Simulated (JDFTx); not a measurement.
**Tc under changes of volume**

One of the cells (14.297 Å³/atom); the others are scaled copies at fixed shape and fractional positions:

```
Tc
1.0
     2.74000    0.00000    0.00000
    -1.37000    2.37291    0.00000
     0.00000    0.00000    4.39800
Tc
2
Direct
  0.66667 0.33333 0.75000
  0.33333 0.66667 0.25000
```

| Property | Result |
| --- | --- |
| Program | JDFTx 1.7.0 (patched build) |
| Functional | PBE |
| Potentials or basis | PseudoDojo-SR-PBE-0.5-standard |
| Cutoff | 1143 eV |
| Density cutoff | 9143 eV |
| k mesh | 11 × 11 × 6 |
| Occupations | fermi-dirac, width 0.05 eV |
| Spin | no spin polarisation |

```tsv
volume (Å³/atom)	energy over the lowest point (meV/atom)	pressure (GPa)
13.440	74.30	25.5
13.726	?	?
14.011	12.09	9.9
14.297	0.44	3.3
14.583	0.00	-2.7
14.869	9.63	-8.0
15.155	28.27	-12.8
```

Question: What does the run at 13.726 Å³/atom give?

Answer: Energy over the lowest point 36.23 meV/atom; pressure 17.3 GPa.

Worked out: A Birch-Murnaghan fit of order 3 (a polynomial in V^(-2/3)) to the other rows has its minimum at 14.45 Å³/atom with B0 = V·E''(V) = 299 GPa and B' = 4.5 at fixed shape and positions, which overstates the stiffness. It gives 36.17 meV/atom at 13.726 Å³/atom, against the run's 36.23, and -dE/dV = 17.3 GPa, against 17.3.

Energies are extrapolated to zero smearing.
